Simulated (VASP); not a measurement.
# N (P2_13) in VASP: notebook, part 3 of 3

VASP 6.6.1.

**6. Equation of state, r2SCAN, 21.71 Å³/atom (a relaxed cell with its volume scaled by 0.96)**

INCAR

```
SYSTEM = N
PREC = Accurate
ENCUT = 520
EDIFF = 1E-6
ISMEAR = 0
SIGMA = 0.02
LREAL = .FALSE.
LASPH = .TRUE.
NELM = 100
ALGO = Normal
ISIF = 2
LWAVE = .FALSE.
LCHARG = .FALSE.
METAGGA = R2SCAN
LMIXTAU = .TRUE.
KPAR = 4
```

KPOINTS

```
regular mesh
0
G
  4 4 4
  0 0 0
```

POSCAR

```
N                                       
1.0
    5.5791271694     -0.0000000000     -0.0000000000
    0.0000000000      5.5791271694      0.0000000000
   -0.0000000000     -0.0000000000      5.5791271694
  N             
     8
Direct
     0.0487475962825973    0.4512524037174027    0.5487475962825972
     0.4512524037174027    0.5487475962825972    0.0487475962825973
     0.5487475962825972    0.0487475962825973    0.4512524037174027
     0.9512524037174028    0.9512524037174028    0.9512524037174028
     0.9358710012692141    0.5641289987307859    0.4358710012692143
     0.5641289987307859    0.4358710012692143    0.9358710012692141
     0.4358710012692143    0.9358710012692141    0.5641289987307859
     0.0641289987307858    0.0641289987307858    0.0641289987307858
```

Potentials or basis: VASP PAW PBE potentials, release 64 (N).

Started as:

```console
$ cat potpaw_PBE.64/N/POTCAR > POTCAR
$ mpirun -np 4 vasp_std > vasp.out
```

It took 1.9 min on 4 MPI ranks of Intel Xeon Platinum 8259CL at 2.50GHz (Skylake/Cascade Lake), shared host; peak memory 0.28 GiB.

Results (log left out):

* Free energy: -72.8966 eV
* Pressure: 3.4 GPa
* Largest force: 2.700 eV/Å
* Band gap on the k mesh: 8.10 eV, indirect (least direct gap 8.13 eV)

Caveat: the standard files for N, O and F lose accuracy on very short bonds; the PAW data sets were made with another functional, which shifts forces and pressure a little.

**7. Equation of state, r2SCAN, 22.16 Å³/atom (a relaxed cell with its volume scaled by 0.98)**

INCAR is that of step 6.

KPOINTS is that of step 6.

POSCAR: that of step 6 with these lines changed.

```diff
@@ -2,5 +2,5 @@
 1.0
-    5.5791271694     -0.0000000000     -0.0000000000
-    0.0000000000      5.5791271694      0.0000000000
-   -0.0000000000     -0.0000000000      5.5791271694
+    5.6176051244     -0.0000000000     -0.0000000000
+    0.0000000000      5.6176051244      0.0000000000
+   -0.0000000000     -0.0000000000      5.6176051244
   N
```

Started as:

```console
$ cat potpaw_PBE.64/N/POTCAR > POTCAR
$ mpirun -np 4 vasp_std > vasp.out
```

It took 1.9 min on 4 MPI ranks of Intel Xeon Platinum 8259CL at 2.50GHz (Skylake/Cascade Lake), shared host; peak memory 0.28 GiB.

Results (log left out):

| Item | Value |
| --- | --- |
| Free energy | -72.9613 eV |
| Pressure | 1.6 GPa |
| Largest force | 1.385 eV/Å |
| Band gap on the k mesh | 8.05 eV, indirect (least direct gap 8.07 eV) |

Caveat: the standard files for N, O and F lose accuracy on very short bonds; the PAW data sets were made with another functional, which shifts forces and pressure a little.

**8. Equation of state, r2SCAN, 22.61 Å³/atom**

INCAR is that of step 7.

KPOINTS is that of step 7.

POSCAR: that of step 7 with these lines changed.

```diff
@@ -2,5 +2,5 @@
 1.0
-    5.6176051244     -0.0000000000     -0.0000000000
-    0.0000000000      5.6176051244      0.0000000000
-   -0.0000000000     -0.0000000000      5.6176051244
+    5.6555630672     -0.0000000000     -0.0000000000
+    0.0000000000      5.6555630672      0.0000000000
+   -0.0000000000     -0.0000000000      5.6555630672
   N
```

Started as:

```console
$ cat potpaw_PBE.64/N/POTCAR > POTCAR
$ mpirun -np 4 vasp_std > vasp.out
```

Run time: 2.2 min. Hardware: 4 MPI ranks of Intel Xeon Platinum 8259CL at 2.50GHz (Skylake/Cascade Lake), shared host; peak memory 0.28 GiB.

It converged, with:

```
Free energy            : -72.9876 eV
Pressure               : 0.0 GPa
Largest force          : 0.155 eV/Å
Band gap on the k mesh : 7.99 eV, indirect (least direct gap 8.02 eV)
```

Caveat: the standard files for N, O and F lose accuracy on very short bonds; the PAW data sets were made with another functional, which shifts forces and pressure a little.

**9. Equation of state, r2SCAN, 23.06 Å³/atom (a relaxed cell with its volume scaled by 1.02)**

INCAR is that of step 8.

KPOINTS is that of step 8.

POSCAR: that of step 8 with these lines changed.

```diff
@@ -2,5 +2,5 @@
 1.0
-    5.6555630672     -0.0000000000     -0.0000000000
-    0.0000000000      5.6555630672      0.0000000000
-   -0.0000000000     -0.0000000000      5.6555630672
+    5.6930182188     -0.0000000000     -0.0000000000
+    0.0000000000      5.6930182188      0.0000000000
+   -0.0000000000     -0.0000000000      5.6930182188
   N
```

Potentials or basis: VASP PAW PBE potentials, release 64 (N).

Started as:

```console
$ cat potpaw_PBE.64/N/POTCAR > POTCAR
$ mpirun -np 4 vasp_std > vasp.out
```

Wall time 2 min (4 MPI ranks of Intel Xeon Platinum 8259CL at 2.50GHz (Skylake/Cascade Lake), shared host); peak memory 0.28 GiB.

Results (log left out):

```
Free energy            : -72.9768 eV
Pressure               : -1.5 GPa
Largest force          : 1.008 eV/Å
Band gap on the k mesh : 7.94 eV, indirect (least direct gap 7.96 eV)
```

Caveat: the standard files for N, O and F lose accuracy on very short bonds; the PAW data sets were made with another functional, which shifts forces and pressure a little.

**10. Equation of state, r2SCAN, 23.52 Å³/atom (a relaxed cell with its volume scaled by 1.04)**

INCAR is that of step 9.

KPOINTS is that of step 9.

POSCAR: that of step 9 with these lines changed.

```diff
@@ -2,5 +2,5 @@
 1.0
-    5.6930182188     -0.0000000000     -0.0000000000
-    0.0000000000      5.6930182188      0.0000000000
-   -0.0000000000     -0.0000000000      5.6930182188
+    5.7299869054     -0.0000000000     -0.0000000000
+    0.0000000000      5.7299869054      0.0000000000
+   -0.0000000000     -0.0000000000      5.7299869054
   N
```

Started as:

```console
$ cat potpaw_PBE.64/N/POTCAR > POTCAR
$ mpirun -np 4 vasp_std > vasp.out
```

Wall time 3.2 min (4 MPI ranks of Intel Xeon Platinum 8259CL at 2.50GHz (Skylake/Cascade Lake), shared host); peak memory 0.36 GiB.

Results (log left out):

```yaml
Free_energy: -72.9343 eV
Pressure: -2.9 GPa
Largest_force: 2.077 eV/Å
Band_gap_on_the_k_mesh: 7.89 eV, indirect (least direct gap 7.91 eV)
```

Caveat: the standard files for N, O and F lose accuracy on very short bonds; the PAW data sets were made with another functional, which shifts forces and pressure a little.

**11. Equation of state, r2SCAN**

This run uses another cell than the first one, of 22.61 Å³/atom, 0.920 times its volume.

No new run: the results of the series are fitted here.

Results:

| Item | Value |
| --- | --- |
| Equilibrium volume | 22.70 Å³/atom |
| Bulk modulus at fixed shape and positions | 78 GPa |
| Pressure derivative of the bulk modulus | 3.7 (rough: it moves with the points fitted) |

Energy against volume, from the lowest point:
```tsv
volume (Å³/atom)	energy (meV/atom)
21.707	11.37
22.160	3.28
22.612	0.00
23.064	1.35
23.516	6.66
```

Caveat: the standard files for N, O and F lose accuracy on very short bonds; the cell was scaled at fixed shape and fractional positions, which overstates the stiffness of a crystal with free parameters, most of all of layers and chains; the PAW data sets were made with another functional, which shifts forces and pressure a little.

**12. The reference run**

An earlier run on the cell as given: functional PBE; potentials or basis VASP PAW PBE potentials, release 64 (N); cutoff 520 eV; k mesh 5 × 5 × 5; occupations fermi-dirac, width 0.05 eV; no spin polarisation.

* Pressure: 1.4 GPa
* Largest force: 1.124 eV/Å
* Band gap on the k mesh: 7.43 eV, indirect (least direct gap 7.44 eV)

**13. Overview**

```csv
task,level,potentials or basis,cell,k mesh,smearing,ladder,gap on the mesh (eV),pressure (GPa),largest force (eV/Å)
dielectric tensor,BEEF-vdW,"VASP PAW PBE potentials, release 64 (N)","P2_13, 24.58 Å³/atom",5 × 5 × 5,fermi-dirac 0.02 eV,-,7.44,-,-
band structure,LDA,"VASP PAW LDA potentials, release 64 (N)","P2_13, 24.58 Å³/atom",6 × 6 × 6,gaussian 0.02 eV,gaps,7.26,-1.1,0.36
band structure,r2SCAN,"VASP PAW PBE potentials, release 64 (N)","P2_13, 24.58 Å³/atom",6 × 6 × 6,gaussian 0.02 eV,gaps,8.13,-0.1,0.20
dielectric tensor,LDA,"VASP PAW LDA potentials, release 64 (N)","P2_13, 24.58 Å³/atom",6 × 6 × 6,gaussian 0.02 eV,free,7.26,-,-
equation of state,r2SCAN,"VASP PAW PBE potentials, release 64 (N)","P2_13, 22.61 Å³/atom",4 × 4 × 4,gaussian 0.02 eV,gaps,-,-,-
single point,PBE,"VASP PAW PBE potentials, release 64 (N)","P2_13, 24.58 Å³/atom",5 × 5 × 5,fermi-dirac 0.05 eV,-,7.43,1.4,1.12
```

Alike in all rows: no spin polarisation; cutoff (eV) 520.

Caveats: the standard files for N, O and F lose accuracy on very short bonds; the PAW data sets were made with another functional, which shifts forces and pressure a little (some runs); an odd mesh through Γ misses points on the zone boundary, where band edges often lie (some runs); the cell was scaled at fixed shape and fractional positions, which overstates the stiffness of a crystal with free parameters, most of all of layers and chains (some runs); forces of over 1 eV/Å show positions far from the minimum, so gaps and moduli don't describe the material at rest (some runs).

Total energies depend on the potentials used, so only differences within one code and one set of settings carry meaning.
